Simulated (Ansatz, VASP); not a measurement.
**One calculation of Si, two programs**

```
Si
1.0
     3.91848   -0.07702    0.00000
    -2.02594    3.31528    0.00000
     0.00000    0.00000    6.36468
Si
4
Direct
  0.33333 0.66667 0.06293
  0.66667 0.33333 0.56293
  0.33333 0.66667 0.43707
  0.66667 0.33333 0.93707
```

Change from the starting cell: engineering shear strain xy -0.0400, strain +e along x and -e along y +0.0175.

Alike in both runs: task single point; functional PBE; k mesh 12 × 12 × 6; occupations gaussian, width 0.05 eV; no spin polarisation.

|  | VASP | Ansatz |
| --- | --- | --- |
| version | VASP 6.6.1 | Ansatz 0.2.0 |
| potentials or method | VASP PAW PBE potentials, release 64 (Si) | scalar-relativistic, plane waves, PAW |
| plane-wave cutoff (eV) | 520 | 420 |
| valence electrons in the cell | 16 | 16 |

Ansatz gave:

```
gap on the k mesh at the Fermi level (eV)       : 0.12
least direct gap on the mesh (eV)               : 0.70
pressure (GPa)                                  : 0.2
largest component of the traceless stress (GPa) : 3.34
rms of the force components (eV/Å)              : 0.216
```

Question: Which values does VASP return?

Answer: gap on the k mesh at the Fermi level (eV): 0.12; least direct gap on the mesh (eV): 0.70; pressure (GPa): 0.2; largest component of the traceless stress (GPa): 3.35; rms of the force components (eV/Å): 0.215.

Atom by atom the forces differ by 0.001 eV/Å (rms over components).
